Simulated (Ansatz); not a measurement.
A plane-wave DFT run in Ansatz 0.2.0 (scalar-relativistic PAW potentials unless the input names others): input and command.

```yaml
crystal:
  lattice:
    - [-4.1947111889, 4.1960229769, 4.1948001679]
    - [4.196805264, -4.19560256, 4.1964738262]
    - [4.1945392983, 4.1954306694, -4.194379751]
  atoms:
    - { symbol: Rb, position: [0.499847688, 0.5003614584, 1.34969e-05] }
    - { symbol: Rb, position: [0.0003037104, -0.0002159177, -7.37868e-05] }
    - { symbol: Rb, position: [-0.0003363649, 0.4996484505, 0.4994891161] }
    - { symbol: Rb, position: [0.5001299338, 0.0001870787, 0.5004873325] }
    - { symbol: Br, position: [0.5006550531, 0.5003383327, 0.5003716755] }
    - { symbol: Br, position: [-6.1076e-06, 0.0003021448, 0.4996660409] }
    - { symbol: Br, position: [3.88057e-05, 0.4996681399, 0.0003216635] }
    - { symbol: Br, position: [0.4993672815, -0.0002896873, -0.0002755386] }
basis:
  ecutwfc: 420
kpoints:
  mp_grid: { grid: [4, 4, 4] }
hamiltonian:
  xc: pbe
scf:
  occupations: { method: methfessel_paxton, width: 0.001 }
  eigensolver: { kind: davidson }
output:
  forces: true
  eigenvalues: true
  stress: true
```

```bash
ansatz run input.yaml --threads 1 --pin off --max-ram 2560MiB --backend cpu --events-out ev --progress --plain --runs-dir out
```

Abridged log:
```
Basis set: ecut = 420 eV, 5775 PW (Γ), exchange–correlation on 100×100×100 points (8 copies of the dense FFT grid, shifted against one another)
Bands: 40, of which v1, the nominal top of the filled ones, is band 32 counted from 1 (31 counted from 0)
Symmetry: 1 space group operations
k-points: 36 of 64 (time reversal used)
SCF iter   1: F=—  HF=-24215.838398 eV  |F-HF|=—  |Δ(HF+E_count)|=         —  Δρ=4.12e-4  dr2=7.88e-4  ethr=1.77e-3  ⟨swp⟩=15.2  Hψ=6926  notcnv=1
SCF iter   2: F=—  HF=-24215.841032 eV  |F-HF|=—  |Δ(HF+E_count)|=   2.63e-3  S|Δr|=    0.00e0  Δρ=1.97e-4  dr2=1.34e-4  ethr=1.23e-6  ⟨swp⟩=7.5  Hψ=6304  notcnv=0  defer=200
SCF iter   3: F=—  HF=-24215.841381 eV  |F-HF|=—  |Δ(HF+E_count)|=   3.48e-4  S|Δr|=    0.00e0  Δρ=6.59e-5  dr2=1.32e-5  ethr=2.06e-8  ⟨swp⟩=3.8  Hψ=6524  notcnv=0  defer=74
automatic band count: iteration 3 solves 37 bands in place of 40: the levels show a gap, and the empty bands left out lie too high to hold charge; the band table lists the bands solved (type scf.n_extra_bands for more)
SCF iter   4: F=—  HF=-24215.841426 eV  |F-HF|=—  |Δ(HF+E_count)|=   4.52e-5  S|Δr|=    0.00e0  Δρ=8.76e-6  dr2=1.66e-7  ethr=2.06e-8  ⟨swp⟩=5.2  Hψ=3926  notcnv=0  defer=70
SCF iter   5: F=-24215.841427 eV  HF=-24215.841427 eV  |F-HF|=8.10e-9  |Δ(HF+E_count)|=   5.24e-7  S|Δr|=    0.00e0  Δρ=1.16e-6  dr2=3.45e-9  ethr=2.59e-10  ⟨swp⟩=4.2  Hψ=3543  notcnv=0  defer=26
SCF 1 converged in 5 iterations: F = -24215.841427 eV  dr2 = 3.45e-9
  Residual-converged pass: ⟨swp⟩=3.1  Hψ=3407  notcnv=0  max |occ|·‖R‖ = 6.6e-6 eV (tolerance 6.7e-6 eV) dr2=3.47e-9  dr2_onsite=6.35e-11  max |Δocc| = 0.0e0
SCF converged after 5 iterations
Stability not checked: this state was not tested for a lower state beside it, because cold or Methfessel-Paxton smearing, or corrected tetrahedra, fill the levels in a way that the test cannot read (fill_not_monotonic; see scf.lower_state_search)
Free energy (F): -24215.841427 eV
Harris-Foulkes:  -24215.841427 eV  (|F-HF|=8.10e-9)
Internal energy: -24215.841427 eV  (E = F + TS)
E sigma→0 (E₀):  -24215.841427 eV
Fermi energy:    4.302515 eV
Step filling:    the computed levels leave a gap of 3.9193 eV = 3919.3 smearing widths at the electron count; against every level under it full and every level over it empty, smearing changes F+E_penalty+E_count by +0.00e0 meV and its σ→0 estimate by +0.00e0 meV
--- Forces (eV/Å), atoms counted from 1 ---
  atom   1  Rb    -0.00079357     0.00093544    -0.00039113
  atom   2  Rb     0.00115149    -0.00068011    -0.00020504
  atom   3  Rb     0.00074400     0.00089117     0.00029911
  atom   4  Rb    -0.00086599    -0.00055628     0.00024668
  atom   5  Br    -0.00009040    -0.00119820    -0.00093548
  atom   6  Br    -0.00005126     0.00094537    -0.00098182
  atom   7  Br     0.00008405    -0.00114667     0.00084567
  atom   8  Br    -0.00017789     0.00080897     0.00112151
--- Stress (GPa, compression-positive) ---
        0.009941       0.000161      -0.002227
        0.000161       0.009579      -0.000430
       -0.002227      -0.000430       0.010184
  P = ⅓ Tr σ = 0.0099 GPa (0.099 kbar)
```

Apart from outputs, empty bands and the relaxation, which only the reference makes, the input differs from a reference run on usual settings in scf.occupations.method: "gaussian" → "methfessel_paxton"; scf.occupations.width: 0.05 → 0.001; scf.eigensolver.kind: not typed → "davidson". The reference, at the same geometry, ended its own course with pressure 0.01 GPa, largest force 0.002 eV/Å, gap on the mesh 3.92 eV. This run converged in 5 SCF iterations with an energy at zero smearing within 0.01 meV/atom of the reference's, pressure 0.01 GPa, largest force 0.002 eV/Å, gap on the mesh 3.92 eV.

The run took 36 s on 1 thread of Arm Neoverse V2 (shared host), peak memory 0.54 GiB.